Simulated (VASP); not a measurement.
# ZrB2 (P6/mmm) in VASP: further runs

The runs below take ZrB2 through relaxation of cell and atoms, with PBE.

Program: VASP 6.6.1. These are calculated values, not measurements. Logs are shortened: lines on timing, memory, paths and dates and some standing lists are left out, and cuts for length are marked.

## (1) The crystal as given

It takes space group P6/mmm (No. 191, hexagonal). Conventional cell: a = 3.170 Å, b = 3.170 Å, c = 3.533 Å, α = 90.00°, β = 90.00°, γ = 120.00°. Around Zr (site symmetry 6/mmm) lie 12 B at 2.54 Å. B (site symmetry -6m2) is surrounded by 3 B at 1.83 Å.

## (2) Relaxation of cell and atoms, PBE

INCAR reads:

```
PREC     = Accurate       # precision mode
ENCUT    = 520            # plane-wave cutoff, eV
EDIFF    = 1E-6           # SCF threshold, eV
ISMEAR   = 0              # smearing method
SIGMA    = 0.1            # smearing width, eV
LREAL    = F              # projectors in reciprocal space
LASPH    = T              # aspherical terms in the spheres
NELM     = 120            # most SCF steps
ALGO     = Normal         # electronic algorithm
ISIF     = 3              # what is computed and relaxed
LWAVE    = F              # write WAVECAR
LCHARG   = F              # write CHGCAR
GGA      = PE             # functional
IBRION   = 2              # ionic algorithm
NSW      = 90             # ionic steps
EDIFFG   = -0.01          # ionic threshold
```

KPOINTS reads:

```
Automatic mesh
0
Gamma
  13 13 10
```

POSCAR reads:

```
ZrB2
1.0
    3.1700000000      0.0000000000      0.0000000000
   -1.5850000000      2.7453005300      0.0000000000
    0.0000000000      0.0000000000      3.5330000000
Zr B
1 2
Direct
    0.0000000000      0.0000000000      0.0000000000
    0.3333333300      0.6666666700      0.5000000000
    0.6666666700      0.3333333300      0.5000000000
```

Potentials or basis: VASP PAW PBE potentials, release 64 (Zr_sv, B).

On the command line:

```sh
> cat potpaw_PBE.64/Zr_sv/POTCAR potpaw_PBE.64/B/POTCAR > POTCAR
> mpirun -np 1 vasp_std > vasp.out
```

OUTCAR:

```text
PREC = Accurate
   ENCUT = 520
   EDIFF = 1E-6
   ISMEAR = 0
   LREAL = F
   LASPH = T
   NELM = 120
   ISIF = 3
   GGA = PE
   IBRION = 2
   NSW = 90
   EDIFFG = -0.01

 ion  position               nearest neighbor table
   1  0.000  0.000  0.000-   2 2.54   3 2.54   2 2.54   3 2.54   3 2.54   3 2.54   2 2.54   2 2.54
                             3 2.54   3 2.54   2 2.54   2 2.54
   2  0.333  0.667  0.500-   3 1.83   3 1.83   3 1.83   1 2.54   1 2.54   1 2.54   1 2.54   1 2.54
                             1 2.54
   3  0.667  0.333  0.500-   2 1.83   2 1.83   2 1.83   1 2.54   1 2.54   1 2.54   1 2.54   1 2.54
                             1 2.54

  LATTYP: Found a hexagonal cell.
 ALAT       =     3.1700000000
 C/A-ratio  =     1.1145110410

  Lattice vectors:

 A1 = (   3.1700000000,   0.0000000000,   0.0000000000)
 A2 = (  -1.5850000000,   2.7453005300,   0.0000000000)
 A3 = (   0.0000000000,   0.0000000000,   3.5330000000)

Analysis of symmetry for initial positions (statically):
=====================================================================
 Subroutine PRICEL returns:
 Original cell was already a primitive cell.

 Routine SETGRP: Setting up the symmetry group for a
 hexagonal supercell.

 Subroutine GETGRP returns: Found 24 space group operations
 (whereof 24 operations were pure point group operations)
 out of a pool of 24 trial point group operations.

The static configuration has the point symmetry D_6h.

Analysis of symmetry for dynamics (positions and initial velocities):
=====================================================================
 Subroutine PRICEL returns:
 Original cell was already a primitive cell.

 Routine SETGRP: Setting up the symmetry group for a
 hexagonal supercell.

 Subroutine GETGRP returns: Found 24 space group operations
 (whereof 24 operations were pure point group operations)
 out of a pool of 24 trial point group operations.

The dynamic configuration has the point symmetry D_6h.

 Subroutine INISYM returns: Found 24 space group operations
 (whereof 24 operations are pure point group operations),
 and found     1 'primitive' translations

----------------------------------------------------------------------------------------

                                     Primitive cell

  volume of cell :      30.7463

[... 112 lines left out ...]
  Fermi-wavevector in a.u.,A,eV,Ry     =   1.369519  2.588016 25.518847  1.875582
  Thomas-Fermi vector in A             =   2.495387
   LORBIT       =      0    0 simple, 1 ext, 2 COOP (PROOUT), +10 PAW based schemes
   GGA     = PE    functional components
   LHFCALC =     F    Hartree Fock is set to
   AEXX    =    0.0000 exact exchange contribution
   IVDW    =     0    specifies the selected vdW correction
   LEPSILON=     F    determine dielectric tensor
   LRPA    =     F    only Hartree local field effects (RPA)
 conjugate gradient relaxation of ions
 non-spin polarized calculation
 Gauss-broadening in eV      SIGMA  =   0.10
  energy-cutoff  :      520.00
  volume of cell :       30.75
 maximum number of plane-waves:       842
 NGX is ok and might be reduce to    24
   NGX = 11   NGY = 11   NGZ = 13

--------------------------------------- Ionic step        1  -------------------------------------------

 number of electron      18.0000000 magnetization

 Free energy of the ion-electron system (eV)
  ---------------------------------------------------
  ext. energy  EPLUGINS =         0.00000000
  ---------------------------------------------------
  free energy    TOTEN  =       -24.97898086 eV

  energy without entropy =      -24.97721192  energy(sigma->0) =      -24.97809639

------------------------ aborting loop because EDIFF is reached ----------------------------------------

  FORCE on cell =-STRESS in cart. coord.  units (eV):
  Direction    XX          YY          ZZ          XY          YZ          ZX
  --------------------------------------------------------------------------------------
  -------------------------------------------------------------------------------------
  Total        0.1191954      0.1191954      0.2927922      0.0000000     -0.0000000     -0.0000000
  in kB        6.2112237      6.2112237     15.2572864      0.0000000     -0.0000000     -0.0000000
  external PRESSURE =       9.2265780 kB  Pullay stress =       0.0000000 kB
[... 98 lines left out ...]
--------------------------------------- Ionic step        4  -------------------------------------------

 number of electron      18.0000000 magnetization

 Free energy of the ion-electron system (eV)
  ---------------------------------------------------
  ext. energy  EPLUGINS =         0.00000000
  ---------------------------------------------------
  free energy    TOTEN  =       -24.97949649 eV

  energy without entropy =      -24.97775900  energy(sigma->0) =      -24.97862774

 E-fermi :  10.5851     XC(G=0): -12.4244

 val. band max:       10.5707734270   @ k =   0.3077   0.1538   0.0000
 cond. band min:      10.6013159343   @ k =   0.0769   0.0769   0.3000
 fundamental gap:      0.0305425072
 Fermi energy:        10.5851352065

 k-point     1 :       0.0000    0.0000    0.0000
  band No.  band energies     occupation
      1     -38.1680      2.00000
      2     -16.3531      2.00000
      3     -15.8011      2.00000
      4     -15.8011      2.00000
      5      -2.2323      2.00000
      6       7.8807      2.00000
      7       7.8807      2.00000
      8       7.8988      2.00000
      9       8.1091      2.00000
     10      13.8666      0.00000
     11      13.8666      0.00000
     12      14.6138      0.00000
     13      14.6138      0.00000
[... 354 lines left out ...]
  band No.  band energies     occupation
      1     -38.1416      2.00000
      2     -16.3499      2.00000
      3     -16.0109      2.00000
      4     -15.8451      2.00000
      5      -1.6420      2.00000
      6       6.6598      2.00000
      7       7.0817      2.00000
      8       7.8859      2.00000
      9       8.8353      2.00000
     10      12.5715      0.00000
     11      12.7752      0.00000
     12      14.5074      0.00000
     13      14.7474      0.00000

 [... further k-points ...]

------------------------ aborting loop because EDIFF is reached ----------------------------------------

  FORCE on cell =-STRESS in cart. coord.  units (eV):
  Direction    XX          YY          ZZ          XY          YZ          ZX
  --------------------------------------------------------------------------------------
  -------------------------------------------------------------------------------------
  Total        0.0008241      0.0008241      0.0004354      0.0000000      0.0000000      0.0000000
  in kB        0.0427741      0.0427741      0.0226020      0.0000000      0.0000000      0.0000000
  external PRESSURE =       0.0360501 kB  Pullay stress =       0.0000000 kB
[... 18 lines left out ...]
  FREE ENERGIE OF THE ION-ELECTRON SYSTEM (eV)
  ---------------------------------------------------
  free  energy   TOTEN  =       -24.9794964887 eV

  energy  without entropy=      -24.9777589954  energy(sigma->0) =      -24.97862774

 reached required accuracy - stopping structural energy minimisation
```

Run time: 63 s. Hardware: 1 thread of Intel Xeon Platinum 8375C at 2.90GHz (Ice Lake), shared host; peak memory 0.18 GiB.

Results:

* Free energy: -24.9795 eV
* Relaxed volume: 10.29 Å³/atom
* Relaxed cell: a = 3.171 Å, b = 3.171 Å, c = 3.545 Å, α = 90.00°, β = 90.00°, γ = 120.00°
* Space group after relaxing (to 0.05 Å): P6/mmm (No. 191)
* Energy gained by relaxing: 0.2 meV/atom
* Ionic steps: 4
* Pressure after relaxing: 0.0 GPa
* Band gap on the k mesh: none (metal or under the smearing width)

Step by step:
| step | energy change (eV) | largest force (eV/Å) | pressure (GPa) | volume (Å³) |
| --- | --- | --- | --- | --- |
| 1 | 0.0000 | 0.0000 | 0.92 | 30.75 |
| 2 | 0.0000 | 0.0000 | -1.08 | 31.01 |
| 3 | -0.0005 | 0.0000 | -0.11 | 30.88 |
| 4 | -0.0005 | 0.0000 | 0.00 | 30.87 |

Final structure:
```cif
data_structure
_symmetry_space_group_name_H-M 'P 1'
_symmetry_Int_Tables_number 1
_cell_length_a 3.1709
_cell_length_b 3.1709
_cell_length_c 3.5448
_cell_angle_alpha 90.000
_cell_angle_beta 90.000
_cell_angle_gamma 120.000
_cell_volume 30.87
loop_
_atom_site_label
_atom_site_type_symbol
_atom_site_fract_x
_atom_site_fract_y
_atom_site_fract_z
_atom_site_occupancy
Zr1 Zr 0.00000 0.00000 0.00000 1
B1 B 0.33333 0.66667 0.50000 1
B2 B 0.66667 0.33333 0.50000 1
```

PBE usually gives volumes a little too large and moduli too small. Zero-point motion and thermal expansion aren't in these numbers.

## (3) Relaxation of cell and atoms, PBE

This run uses another cell than the first one, of 10.29 Å³/atom, 1.004 times its volume.

INCAR, as its differences from that of step 2:

```diff
@@ -2,3 +2,3 @@
 ENCUT    = 520            # plane-wave cutoff, eV
-EDIFF    = 1E-6           # SCF threshold, eV
+EDIFF    = 1E-7           # SCF threshold, eV
 ISMEAR   = 0              # smearing method
@@ -14,3 +14,4 @@
 IBRION   = 2              # ionic algorithm
-NSW      = 90             # ionic steps
-EDIFFG   = -0.01          # ionic threshold
+NSW      = 60             # ionic steps
+EDIFFG   = -0.005         # ionic threshold
+POTIM    = 0.3            # step
```

KPOINTS is that of step 2.

POSCAR reads:

```
ZrB2                                    
1.0
    3.1709049561     -0.0000000000     -0.0000000000
   -1.5854524780      2.7460842449      0.0000000000
    0.0000000000      0.0000000000      3.5447935291
  Zr              B             
     1     2
Direct
     1.0000000000000000    1.0000000000000000    1.0000000000000000
     0.3333333300000021    0.6666666699999979    0.5000000000000000
     0.6666666699999979    0.3333333300000021    0.5000000000000000
```

Potentials or basis: VASP PAW PBE potentials, release 64 (Zr_sv, B).

On the command line:

```sh
> cat potpaw_PBE.64/Zr_sv/POTCAR potpaw_PBE.64/B/POTCAR > POTCAR
> mpirun -np 1 vasp_std > vasp.out
```

It took 26 s on 1 thread of Intel Xeon Platinum 8375C at 2.90GHz (Ice Lake), shared host; peak memory 0.18 GiB.

The run converged. Its results:

```yaml
Free_energy: -24.9796 eV
Pressure_after_relaxing: 0.0 GPa
Band_gap_on_the_k_mesh: none (metal or under the smearing width)
```

Final structure:
```
CELL_PARAMETERS angstrom
3.17090 0.00000 0.00000
-1.58545 2.74608 0.00000
0.00000 0.00000 3.54479
ATOMIC_POSITIONS crystal
Zr 0.00000 0.00000 0.00000
B 0.33333 0.66667 0.50000
B 0.66667 0.33333 0.50000
```

Levels at points of the mesh, in eV from the Fermi level:
```
           k point  band 6  band 7  band 8  band 9  band 10  band 11  band 12  band 13
(0.00, 0.00, 0.00)   -2.70   -2.70   -2.69   -2.48     3.28     3.28     4.03     4.03
(0.00, 0.00, 0.50)   -7.05   -1.05   -1.05    0.25     0.25     0.67     0.67     1.67
```

Caveat: the relaxation stopped at its first step, so nothing moved.
